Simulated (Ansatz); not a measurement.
## BaTe, space group Fm-3m: a dielectric-dependent hybrid calculation, step by step

With Ansatz 0.2.0 through its Python package.

The script reads `bate.cif`:
```cif
data_BaTe
_cell_length_a 4.822468
_cell_length_b 4.822468
_cell_length_c 4.822468
_cell_angle_alpha 60.00000
_cell_angle_beta 60.00000
_cell_angle_gamma 60.00000
_symmetry_space_group_name_H-M 'P 1'
_symmetry_Int_Tables_number 1
loop_
_symmetry_equiv_pos_as_xyz
'x, y, z'
loop_
_atom_site_label
_atom_site_type_symbol
_atom_site_fract_x
_atom_site_fract_y
_atom_site_fract_z
Ba1 Ba    0.000000    0.000000    0.000000
Te2 Te    0.500000    0.500000    0.500000
```

Notebook, run cell by cell (the value of a cell's last expression is shown):

In [1]:
```python
import ansatz as az
from ase.io import read
import numpy as np
```

In [2]:
```python
def count_gap(report):
    # lowest empty less highest filled band, counting bands; zero where they overlap
    return max(report.get("gap_by_band_count_ev") or 0.0, 0.0)
```

In [3]:
```python
atoms = read("bate.cif")
crystal = az.Crystal.from_ase(atoms)
```

In [4]:
```python
base = crystal.calculation().kpoints(4).basis(450).occupations("fixed").band_table()
semilocal = base.functional("pbe").run(threads=1).report
hybrid = base.functional(exchange="pbe", correlation="pbe", exact_fraction="inverse_dielectric").run(threads=1).report
alpha = hybrid["hybrid"]["exact_exchange_fraction"]
print(f"fraction of exact exchange {alpha:.4f}, so eps_inf = {1 / alpha:.2f}")
print(f"gap by band count: {count_gap(semilocal):.3f} eV semilocal, {count_gap(hybrid):.3f} eV hybrid")
```
```text
fraction of exact exchange 0.1565, so eps_inf = 6.39
gap by band count: 1.422 eV semilocal, 2.248 eV hybrid
```

The fraction is 0.1565, one over a mean dielectric constant (a third of the trace) of 6.39. It opens the gap from 1.422 to 2.248 eV, by 0.83 eV.

Notes:
- The starting cell is as deposited in a crystallographic database; the results hold for this polymorph, which needn't be the stable one.
- Levels are Kohn-Sham eigenvalues on this mesh, without spin-orbit coupling.
- The gaps are those of a coarse mesh; the run finds the dielectric constant of the semilocal functional on meshes of its own.
- The whole script took 59 s on 1 thread of Arm Neoverse V1, with other jobs on the host, peak memory 1.4 GiB.
